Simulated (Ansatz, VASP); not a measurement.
# Te in VASP and in Ansatz

```xyz
1
Lattice="2.3375 1.3496 1.6456 -2.3375 1.3496 1.6456 0.0000 -2.6991 1.6456" Properties=species:S:1:pos:R:3 pbc="T T T"
Te    0.0000    0.0000    2.4683
```

Alike in both runs: task single point; functional PBEsol; k mesh 18 × 18 × 18; occupations gaussian, width 0.15 eV; no spin polarisation.

|  | VASP | Ansatz |
| --- | --- | --- |
| version | VASP 6.6.1 | Ansatz 0.2.0 |
| potentials or method | VASP PAW PBE potentials, release 64 (Te) | scalar-relativistic, plane waves, PAW |
| plane-wave cutoff (eV) | 520 | 420 |
| valence electrons in the cell | 6 | 16 |

VASP gave:

| Quantity | Value |
| --- | --- |
| gap on the k mesh at the Fermi level (eV) | none |
| pressure (GPa) | -0.6 |
| largest component of the traceless stress (GPa) | 0.35 |

**Question.** Estimate Ansatz's values.

**Answer.** gap on the k mesh at the Fermi level (eV): none; pressure (GPa): -0.7; largest component of the traceless stress (GPa): 0.37.

A gap of «none» marks a metal or a gap that the smearing closes. With one functional, cell and mesh, what is left measures potentials, basis and numerics. The two sets of potentials don't hold the same shells in valence.

Caveats: the PAW data sets were made with another functional, which shifts forces and pressure a little (VASP). The runs have no spin-orbit coupling, so splittings on Te are missing.
